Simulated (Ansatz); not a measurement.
Runs of Ansatz 0.2.0 on BN. It takes space group P6_3mc (No. 186, hexagonal). The conventional cell has a = 2.554 Å, b = 2.554 Å, c = 4.227 Å, α = 90.00°, β = 90.00°, γ = 120.00°. N (site symmetry 3m) has 4 B at 1.57 to 1.58 Å as nearest neighbours. Around B (site symmetry 3m) lie 4 N at 1.57 to 1.58 Å. Measurements of this composition are mostly on another form, of space group No. 194.

| task | level | potentials or basis | spin | cell | k mesh | cutoff (eV) | smearing | driver | conventional | optimizer | fmax | steps | other keys | gap on the mesh (eV) | pressure (GPa) | moment (μB) | largest force (eV/Å) |
| --- | --- | --- | --- | --- | --- | --- | --- | --- | --- | --- | --- | --- | --- | --- | --- | --- | --- |
| projected density of states | BLYP | JTH PAW | off | atoms moved at random, drawn with an rms of 0.02 Å | 9 × 9 × 5 | 1320 | methfessel-paxton 0.05 eV | - | - | - | - | - | - | 5.60 | 6.4 | - | 0.70 |
| projected density of states | RPBE+D4 | Ansatz PAW polarizable | collinear, antiferromagnetic start | cell strained at random at fixed volume | 9 × 9 × 5 | 420 | gaussian 0.02 eV | chain | - | - | - | - | hamiltonian.xc = rpbe | 5.11 | -8.6 | 0.00 | 0.18 |
| electron localisation function | SVWN5 | JTH PAW LDA | non-collinear, antiferromagnetic start | as given | 12 × 12 × 6 | 1350 | fermi-dirac 0.025 eV | chain | yes | - | - | - | - | 4.98 | -14.3 | 0.00 | (a) |
| relaxation of cell and atoms | SVWN5 | JTH PAW | off | relaxed | 12 × 12 × 6 | 800 | fermi-dirac 0.1 eV | calculator | - | LBFGS | 0.01 | 30 | basis.ecutwfc = 58.8 Ry | 4.91 | 0.0 | - | - |
| projected density of states | BLYP | JTH PAW | off | atoms moved at random, drawn with an rms of 0.02 Å | 9 × 9 × 5 | 1320 | methfessel-paxton 0.05 eV | chain | - | - | - | - | - | 5.60 | 6.4 | - | 0.70 |

Problem. Estimate the missing entries.

Solution. (a) 0.02.

Caveats: odd divisions of the mesh miss points on the zone boundary, where band edges often lie, so the gap on the mesh can be too wide (some runs); the potentials were made for another functional, which shifts forces and pressure (some runs); the starting moments weren't kept (some runs); the cutoff lies under the one recommended for these potentials (some runs).

A k mesh can miss the band edges.

Runs at the PBE level aren't shown here.
